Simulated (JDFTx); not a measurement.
Runs of JDFTx 1.7.0 (patched build) on Ge. It takes space group Fd-3m (No. 227, cubic). The conventional cell has a = 5.658 Å, b = 5.658 Å, c = 5.658 Å, α = 90.00°, β = 90.00°, γ = 90.00°. Ge (site symmetry -43m) has 4 Ge at 2.45 Å as nearest neighbours. 

| task | level | potentials or basis | spin | k mesh | cutoff (eV) | local potential set to -Z/r beyond | max SCF steps | SCF threshold on the energy | solver of the electrons | further solve for the empty bands | mesh quality | gap on the mesh (eV) | pressure (GPa) | V0 of scaled cells (Å³/atom) | B0 (GPa) |
| --- | --- | --- | --- | --- | --- | --- | --- | --- | --- | --- | --- | --- | --- | --- | --- |
| equation of state | PBEsol | PseudoDojo-SR-PBEsol-0.4.1-standard with smoothed tails | off | 8 × 8 × 8 | 1061 | 6 bohr | 100 | 1e-09 Ha | scf | - | not flagged | - | - | (a) | 66 |
| equation of state | LDA | PseudoDojo-SR-LDA-0.4.1-standard | off | 8 × 8 × 8 | 1061 | - | 100 | 1e-09 Ha | scf | - | not flagged | - | - | 22.19 | (b) |
| single point | PBE | PseudoDojo-FR-PBE-0.4-standard | SOC, no magnetisation | 4 × 4 × 4 | 1088 | - | 100 | 1e-08 Ha | scf | yes | coarse | none | 4.6 | - | - |
| single point | LDA | PseudoDojo-SR-LDA-0.4.1-standard | off | 8 × 8 × 8 | 1061 | - | 100 | 1e-09 Ha | scf | yes | not flagged | none | -1.4 | - | - |

Alike in all rows: cell as given; smearing fermi-dirac 0.05 eV.

Q: Fill in the values left out.

A: (a) 22.86; (b) 70.

Caveats: some runs use coarse meshes; this crystal is a semiconductor, whose small gap the functional closes, so the metal is an error of the method (some runs); the empty levels aren't tightly converged (some runs).

A k mesh can miss the band edges, and rows without SOC leave out spin-orbit coupling on Ge.

A gap of «none» marks a metal or a gap under the smearing width.
